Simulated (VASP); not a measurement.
Runs of VASP 6.6.1 on KF. All rows change the cell; the cell of one of them follows. Symmetry: R-3m, No. 166, trigonal system. The conventional cell has a = 3.760 Å, b = 3.760 Å, c = 9.564 Å, α = 90.00°, β = 90.00°, γ = 120.00°. K (site symmetry -3m) is surrounded by 6 F at 2.69 Å. Around F (site symmetry -3m) lie 6 K at 2.69 Å. The cell was built by a generator and needn't be a form met in nature.

```tsv
level	cell	k mesh	smearing	exchange at q = 0	grid for exact exchange (PRECFOCK)	screening parameter	gap on the mesh (eV)	pressure (GPa)
r2SCAN	shear_111 strain +3.8%	8 × 8 × 8	gaussian 0.01 eV	-	-	-	6.69	-1.3
HSE06	uniaxial_x strain +2.6%	6 × 6 × 6	gaussian 0.01 eV	truncated	Normal	0.2079 1/A	(a)	0.2
r2SCAN	epitaxial_111 strain +4.5%	8 × 8 × 8	gaussian 0.01 eV	-	-	-	6.64	-1.4
PBE	shear_111 strain +3.8%	8 × 8 × 8	fermi-dirac 0.02 eV	-	-	-	(c)	(b)
```

Alike in all rows: task single point; potentials or basis VASP PAW PBE potentials, release 64 (K_sv, F); no spin polarisation; cutoff (eV) 520.

**Question.** Fill in the values left out.

**Answer.** (a) 8.08; (b) 0.6; (c) 6.03.

Caveats: the PAW data sets were made with another functional, which shifts forces and pressure a little (some runs).

A k mesh can miss the band edges.
